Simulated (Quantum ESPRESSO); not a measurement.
**BAs under changes of volume**

One of the cells (13.626 Å³/atom); the others are scaled copies at fixed shape and fractional positions:

```xyz
2
Lattice="0.0000 2.3885 2.3885 2.3885 0.0000 2.3885 2.3885 2.3885 0.0000" Properties=species:S:1:pos:R:3 pbc="T T T"
As    3.5827    3.5827    3.5827
B     0.0000    0.0000    0.0000
```

- Program: Quantum ESPRESSO 7.5
- Functional: PBEsol
- Potentials or basis: PseudoDojo 0.4.1 SR PBEsol standard
- Cutoff: 1143 eV
- Density cutoff: 4572 eV
- k mesh: 10 × 10 × 10
- Occupations: fermi-dirac, width 0.05 eV
- Spin: no spin polarisation

| volume (Å³/atom) | energy over the lowest point (meV/atom) | pressure (GPa) | gap on the mesh (eV) |
| --- | --- | --- | --- |
| 12.809 | 19.74 | 8.9 | 1.03 |
| 13.081 | ? | ? | ? |
| 13.354 | 1.22 | 2.2 | 1.08 |
| 13.626 | 0.00 | -0.7 | 1.10 |
| 13.899 | 3.46 | -3.3 | 1.11 |
| 14.171 | 11.14 | -5.7 | 1.13 |
| 14.444 | 22.64 | -7.8 | 1.15 |

Q: What does the run at 13.081 Å³/atom give?

A: Energy over the lowest point 7.61 meV/atom; pressure 5.4 GPa; gap on the mesh 1.05 eV.

Worked out: A Birch-Murnaghan fit of order 3 (a polynomial in V^(-2/3)) to the other rows has its minimum at 13.56 Å³/atom with B0 = V·E''(V) = 140 GPa and B' = 4.1. It gives 7.62 meV/atom at 13.081 Å³/atom, against the run's 7.61, and -dE/dV = 5.4 GPa, against 5.4. A straight line through the other rows of the gap, of slope 0.965 eV per unit of ln V, gives 1.05 eV, against the run's 1.05.

Energies are extrapolated to zero smearing.

A mesh can miss the band edges. Spin-orbit coupling on As is left out.
